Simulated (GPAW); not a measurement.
Runs of GPAW 26.7.0 on MoSe2. Symmetry: P6_3/mmc, No. 194, hexagonal system. The conventional cell has a = 3.288 Å, b = 3.288 Å, c = 12.900 Å, α = 90.00°, β = 90.00°, γ = 120.00°. Mo (site symmetry -6m2) has 6 Se at 2.49 Å as nearest neighbours. Around Se (site symmetry 3m) lie 3 Mo at 2.49 Å. 

```tsv
task	level	potentials or basis	cell	cutoff (eV)	optimizer	fmax	max steps	eigensolver	target pressure	grid spacing	gap on the mesh (eV)	pressure (GPa)	relaxed volume (Å³/atom)	largest force (eV/Å)
relaxation of cell and atoms	SOGGA	PAW data sets generated in the run's folder for this functional, pw	relaxed	600	LBFGS	0.01 eV/Å	40	-	-	-	(b)	0.0	20.02	0.01
relaxation of cell and atoms	BLYP+D4	PAW data sets generated in the run's folder for this functional, pw	relaxed to -1 GPa	600	LBFGS	0.02 eV/Å	60	davidson	-1 GPa	-	0.78	-1.1	-	-
relaxation of cell and atoms	BLYP+D3(BJ)	PAW data sets generated in the run's folder for this functional, pw	relaxed	600	BFGS	0.02 eV/Å	40	davidson	-	-	0.67	0.1	19.69	0.01
band structure	PBE	GPAW PAW data sets (gpaw-data 1.2.1), fd	as given	-	-	-	-	-	-	0.16 Å	(a)	-	-	1.10
```

Alike in all rows: no spin polarisation; k mesh 6 × 6 × 2; smearing fermi-dirac 0.05 eV.

Task: Fill in the values left out.

Result: (a) 0.87; (b) 0.86.

Caveats: later steps reuse the first step's grids (some runs); the real-space grid adds noise to forces (some runs); the cell's inner coordinates are idealised or old, which leaves forces on the atoms (some runs); this functional lacks dispersion, which binds the layers, so the pressure and a relaxed spacing across them are unreliable (some runs).

A k mesh can miss the band edges, and the runs leave out spin-orbit coupling on Mo, Se.
